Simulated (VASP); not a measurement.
# MgO (R-3m) in VASP: single point with PBE

Aim: the single point of MgO with PBE.

Everything below comes from runs of VASP 6.6.1. Logs are shortened: lines on timing, memory, paths and dates and some standing lists are left out, and cuts for length are marked.

## (1) The cell of the first run

The structure is trigonal, space group R-3m (No. 166). The conventional cell has a = 2.973 Å, b = 2.973 Å, c = 7.546 Å, α = 90.00°, β = 90.00°, γ = 120.00°. Mg (site symmetry -3m) is surrounded by 6 O at 2.13 Å. O (site symmetry -3m) has 6 Mg at 2.13 Å as nearest neighbours.

The cell was built by a generator and needn't be a form met in nature.

## (2) Single point, PBE (shear_111 strain +3.6%)

Input file INCAR:

```
  PREC = Accurate
  ENCUT = 520
  EDIFF = 1E-7
  ISMEAR = -1
  SIGMA = 0.02
  LREAL = False
  LASPH = True
  NELM = 100
  ALGO = Normal
  ISIF = 2
  LWAVE = False
  LCHARG = True
  GGA = PE
  LELF = True
  LVHAR = True
  NBANDS = 11
```

Input file KPOINTS:

```
Automatic mesh
0
Gamma
  10 10 10
```

Input file POSCAR:

```
MgO
1.0
    0.0507323070      2.1528997238      2.1528997238
    2.1528997238      0.0507323070      2.1528997238
    2.1528997238      2.1528997238      0.0507323070
Mg O
1 1
Direct
    0.0000000000      0.0000000000      0.0000000000
    0.5000000000      0.5000000000      0.5000000000
```

Potentials or basis: VASP PAW PBE potentials, release 64 (Mg, O).

Run with:

```
cat potpaw_PBE.64/Mg/POTCAR potpaw_PBE.64/O/POTCAR > POTCAR
mpirun -np 1 vasp_std > vasp.out
```

OUTCAR:

```text
PREC = Accurate
   ENCUT = 520
   EDIFF = 1E-7
   ISMEAR = -1
   LREAL = False
   LASPH = True
   NELM = 100
   ISIF = 2
   GGA = PE

 ion  position               nearest neighbor table
   1  0.000  0.000  0.000-   2 2.13   2 2.13   2 2.13   2 2.13   2 2.13   2 2.13
   2  0.500  0.500  0.500-   1 2.13   1 2.13   1 2.13   1 2.13   1 2.13   1 2.13

  LATTYP: Found a trigonal (rhomboedric) cell.
 ALAT       =     3.0450826275
 COS(alpha) =     0.5234193147

  Lattice vectors:

 A1 = (   0.0507323070,   2.1528997238,   2.1528997238)
 A2 = (   2.1528997238,   0.0507323070,   2.1528997238)
 A3 = (   2.1528997238,   2.1528997238,   0.0507323070)

Analysis of symmetry for initial positions (statically):
=====================================================================
 Subroutine PRICEL returns:
 Original cell was already a primitive cell.

 Routine SETGRP: Setting up the symmetry group for a
 trigonal (rhombohedral) supercell.

 Subroutine GETGRP returns: Found 12 space group operations
 (whereof 12 operations were pure point group operations)
 out of a pool of 12 trial point group operations.

The static configuration has the point symmetry D_3d.

Analysis of symmetry for dynamics (positions and initial velocities):
=====================================================================
 Subroutine PRICEL returns:
 Original cell was already a primitive cell.

 Routine SETGRP: Setting up the symmetry group for a
 trigonal (rhombohedral) supercell.

 Subroutine GETGRP returns: Found 12 space group operations
 (whereof 12 operations were pure point group operations)
 out of a pool of 12 trial point group operations.

The dynamic configuration has the point symmetry D_3d.

 Subroutine INISYM returns: Found 12 space group operations
 (whereof 12 operations are pure point group operations),
 and found     1 'primitive' translations

----------------------------------------------------------------------------------------

                                     Primitive cell

  volume of cell :      19.2520

  direct lattice vectors                    reciprocal lattice vectors
     0.050732307  2.152899724  2.152899724    -0.240619540  0.235079965  0.235079965
     2.152899724  0.050732307  2.152899724     0.235079965 -0.240619540  0.235079965
     2.152899724  2.152899724  0.050732307     0.235079965  0.235079965 -0.240619540

  length of vectors
     3.045082628  3.045082628  3.045082628     0.410393644  0.410393644  0.410393644

[... 83 lines left out ...]
   NSW    =      0    number of steps for IOM
   IBRION =     -1    ionic relax: 0-MD 1-quasi-New 2-CG
   NFREE  =      0    steps in history (QN), initial steepest desc. (CG)
   ISIF   =      2    stress and relaxation
   ISYM   =      2    0-nonsym 1-usesym 2-fastsym
   POTIM  = 0.5000    time-step for ionic-motion
   TEBEG  =    0.0;   TEEND  =   0.0 temperature during run
   PSTRESS=    0.0 pullay stress
   NELECT =       8.0000    total number of electrons
   NUPDOWN=      -1.0000    fix difference up-down
   EMIN   =  10.00;   EMAX   =-10.00  energy-range for DOS
   EFERMI =   0.00;   METHOD = LEGACY
   ISMEAR =    -1;   SIGMA  =   0.02  broadening in eV -4-tet -1-fermi 0-gaus
   EFERMI_NEDOS =   21; number of points for ismear=-14 and -15
   IALGO  =     38    algorithm
   IMIX   =      4    mixing-type and parameters
     AMIX     =   0.40;   BMIX     =  1.00
     AMIX_MAG =   1.60;   BMIX_MAG =  1.00
  volume/ion in A,a.u.               =       9.63        64.96
  Fermi-wavevector in a.u.,A,eV,Ry     =   1.221649  2.308581 20.305682  1.492426
  Thomas-Fermi vector in A             =   2.356824
   LORBIT       =      0    0 simple, 1 ext, 2 COOP (PROOUT), +10 PAW based schemes
   GGA     = PE    functional components
   LHFCALC =     F    Hartree Fock is set to
   AEXX    =    0.0000 exact exchange contribution
   IVDW    =     0    specifies the selected vdW correction
   LEPSILON=     F    determine dielectric tensor
   LRPA    =     F    only Hartree local field effects (RPA)
 non-spin polarized calculation
  energy-cutoff  :      520.00
  volume of cell :       19.25
 maximum number of plane-waves:       540
   NGX = 11   NGY = 11   NGZ = 11

 number of electron       8.0000003 magnetization

 Free energy of the ion-electron system (eV)
  ---------------------------------------------------
  ext. energy  EPLUGINS =         0.00000000
  ---------------------------------------------------
  free energy    TOTEN  =       -11.89675886 eV

  energy without entropy =      -11.89675886  energy(sigma->0) =      -11.89675886

 E-fermi :   3.5131     XC(G=0): -10.9380

 val. band max:        3.0620249643   @ k =   0.0000   0.0000   0.0000
 cond. band min:       7.3867896737   @ k =   0.0000   0.0000   0.0000
 fundamental gap:      4.3247647094
 Fermi energy:         3.5131480598

 k-point     1 :       0.0000    0.0000    0.0000
  band No.  band energies     occupation
      1     -14.1427      2.00000
      2       2.7891      2.00000
      3       3.0620      2.00000
      4       3.0620      2.00000
      5       7.3868      0.00000
      6      17.9638      0.00000
      7      18.9364      0.00000
      8      18.9364      0.00000
      9      22.3937      0.00000
     10      24.1928      0.00000
     11      24.1928      0.00000
[... 309 lines left out ...]
 k-point    24 :       0.4000    0.3000   -0.0000
  band No.  band energies     occupation
      1     -12.9674      2.00000
      2      -0.4980      2.00000
      3       1.7833      2.00000
      4       1.8319      2.00000
      5      12.0991      0.00000
      6      13.1969      0.00000
      7      16.2414      0.00000
      8      20.5291      0.00000
      9      21.1848      0.00000
     10      27.4351      0.00000
     11      29.2766      0.00000

 [... further k-points ...]
[... 5 lines left out ...]
  --------------------------------------------------------------------------------------
  -------------------------------------------------------------------------------------
  Total       -0.0939851     -0.0939851     -0.0939851     -0.4264661     -0.4264661     -0.4264661
  in kB       -7.8215719     -7.8215719     -7.8215719    -35.4911149    -35.4911149    -35.4911149
  external PRESSURE =      -7.8215719 kB  Pullay stress =       0.0000000 kB

 VOLUME and BASIS-vectors are now :
 -----------------------------------------------------------------------------
  energy-cutoff  :      520.00
  volume of cell :       19.25
      direct lattice vectors                 reciprocal lattice vectors
     0.050732307  2.152899724  2.152899724    -0.240619540  0.235079965  0.235079965
     2.152899724  0.050732307  2.152899724     0.235079965 -0.240619540  0.235079965
     2.152899724  2.152899724  0.050732307     0.235079965  0.235079965 -0.240619540

 POSITION                                       TOTAL-FORCE (eV/Angst)
 -----------------------------------------------------------------------------------
      0.00000      0.00000      0.00000        -0.000000      0.000000     -0.000000
      2.17827      2.17827      2.17827         0.000000     -0.000000      0.000000
 -----------------------------------------------------------------------------------
    total drift:                               -0.000000     -0.000000      0.000000

  FREE ENERGIE OF THE ION-ELECTRON SYSTEM (eV)
  ---------------------------------------------------
  free  energy   TOTEN  =       -11.8967588570 eV

  energy  without entropy=      -11.8967588570  energy(sigma->0) =      -11.89675886
```

OSZICAR:

```text
N       E                     dE             d eps       ncg     rms          rms(c)
DAV:   1     0.125054751335E+02    0.12505E+02   -0.46145E+03  2936   0.645E+02
DAV:   2    -0.129279109196E+02   -0.25433E+02   -0.24859E+02  2962   0.134E+02
DAV:   3    -0.134544380502E+02   -0.52653E+00   -0.52613E+00  3102   0.167E+01
DAV:   4    -0.134556710870E+02   -0.12330E-02   -0.12330E-02  2804   0.928E-01
DAV:   5    -0.134556750790E+02   -0.39920E-05   -0.39920E-05  2990   0.517E-02    0.720E+00
DAV:   6    -0.119160131809E+02    0.15397E+01   -0.89955E+00  2702   0.163E+01    0.227E+00
DAV:   7    -0.119029707535E+02    0.13042E-01   -0.68244E-02  2819   0.219E+00    0.135E+00
DAV:   8    -0.118972678940E+02    0.57029E-02   -0.30859E-02  2687   0.195E+00    0.260E-01
DAV:   9    -0.118967863590E+02    0.48153E-03   -0.78311E-04  2924   0.193E-01    0.139E-01
DAV:  10    -0.118967575389E+02    0.28820E-04   -0.56369E-04  2825   0.174E-01    0.875E-03
DAV:  11    -0.118967592789E+02   -0.17400E-05   -0.32436E-06  2960   0.145E-02    0.593E-03
DAV:  12    -0.118967588722E+02    0.40673E-06   -0.68572E-07  2885   0.612E-03    0.749E-04
DAV:  13    -0.118967588570E+02    0.15181E-07   -0.94137E-08  1486   0.174E-03
   1 F= -.11896759E+02 E0= -.11896759E+02  d E =-.378472E-12
```

Wall time 7.8 s (1 thread of Intel Xeon 6975P-C (Granite Rapids), shared host); peak memory 0.15 GiB.

Results:

| Item | Value |
| --- | --- |
| Free energy | -11.8968 eV |
| Pressure | -0.8 GPa |
| Band gap on the k mesh | 4.32 eV, direct |

Stress tensor (GPa, compression positive):
```
-0.78 -3.55 -3.55
-3.55 -0.78 -3.55
-3.55 -3.55 -0.78
```

Levels at points of the mesh, in eV from the valence-band top:
```tsv
k point	band 1	band 2	band 3	band 4	band 5	band 6	band 7	band 8
(0.00, 0.00, 0.00)	-17.20	-0.27	0.00	0.00	4.32	14.90	15.87	15.87
(0.50, 0.00, 0.00)	-15.96	-4.54	-0.85	-0.66	7.52	12.28	15.55	15.97
(0.50, 0.50, 0.00)	-15.74	-4.05	-1.54	-1.26	8.87	9.67	12.66	18.22
(0.50, 0.50, 0.50)	-16.08	-4.71	-0.56	-0.56	7.85	11.78	16.41	16.41
```
